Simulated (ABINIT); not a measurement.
The system is P.

```xyz
4
Lattice="1.6477 -5.4650 0.0000 1.6477 5.4650 0.0000 0.0000 0.0000 4.5436" Properties=species:S:1:pos:R:3 pbc="T T T"
P     1.6477   -4.4173    2.6754
P     1.6477    4.4173    1.8683
P     1.6477   -1.0477    0.4035
P     1.6477    1.0477    4.1401
```

Base run:

| Quantity | Value |
| --- | --- |
| Program | ABINIT 10.8.3 (patched build) |
| Functional | PBEsol |
| Potentials or basis | JTH PAW PBE v2.0 |
| Cutoff | 544 eV |
| k mesh | 6 × 6 × 5 |
| Occupations | fermi-dirac, width 0.05 eV |
| Spin | no spin polarisation |

Its results: band gap on the k mesh none (metal or under the smearing width); pressure -0.5 GPa; largest force 0.313 eV/Å.

Question: The run is repeated on the same cell with these changes: k mesh from 6 × 6 × 5 to 3 × 3 × 2. What comes out?

Answer: Band gap on the k mesh 0.55 eV, indirect (least direct gap 0.80 eV); pressure -0.1 GPa; largest force 0.373 eV/Å.

Caveats: some runs use coarse meshes; the PAW data sets were made with another functional, which shifts forces and pressure a little; an odd mesh through Γ misses points on the zone boundary, where band edges often lie (some runs).
